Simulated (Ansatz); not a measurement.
Trial structure of SnO, not yet relaxed:

Space group Pm-3m (No. 221). a = 3.158 Å, b = 3.158 Å, c = 3.158 Å, α = 90.00°, β = 90.00°, γ = 90.00°
```csv
atom,site,symmetry,x,y,z
Sn,1a,m-3m,0.0000,0.0000,0.0000
O,1b,m-3m,0.5000,0.5000,0.5000
```

Method: Ansatz 0.2.0, DFT PBE, scalar-relativistic, plane waves, PAW. Cutoff 420 eV; k points 6×6×6 on the computed 2-atom cell (Γ-centred); Gaussian smearing, width 0.10 eV; no spin polarisation.

The zero of energy is the elements' standard structures at the same level (O₂ as a molecule); no fitted shifts are applied. The references include grey tin.

Question: Estimate its pressure, forces and energy as it stands.

Answer: The pressure is -2.0 GPa (it wants to contract), the largest force is 0.00 eV/Å (symmetry fixes the atoms), and the energy is −0.49 eV/atom against the elements. The shortest distance is 2.73 Å.

Question: How much does it gain on relaxing, and where does it end?

Answer: Relaxing gains under 0.1 eV/atom (the start's value is from the coarse mesh, so the gain is rough) in 11 ionic steps and ends at −0.49 eV/atom on the finer mesh. The symmetry stays Pm-3m (No. 221). The end has the caesium chloride type. The volume per atom shrinks by 2.4 %, from 15.7 to 15.4 Å³. The shortest distance goes from 2.73 Å (Sn–O) to 2.71 Å (Sn–O). Conventional cell: a = 3.132 Å. Around Sn lie 8 O at 2.71 Å and 6 Sn at 3.13 Å; around O lie 8 Sn at 2.71 Å and 6 O at 3.13 Å.

The last run used an 18×18×18 mesh for its 2-atom cell and Gaussian smearing of 0.10 eV. The relaxation can't lower the symmetry of the start. Symmetry constrained the relaxation, so the result can be a saddle point. Another cell of SnO relaxed alike, in P6_3/mmc, lies 141 meV/atom lower, so this cell isn't the stable form at this level.
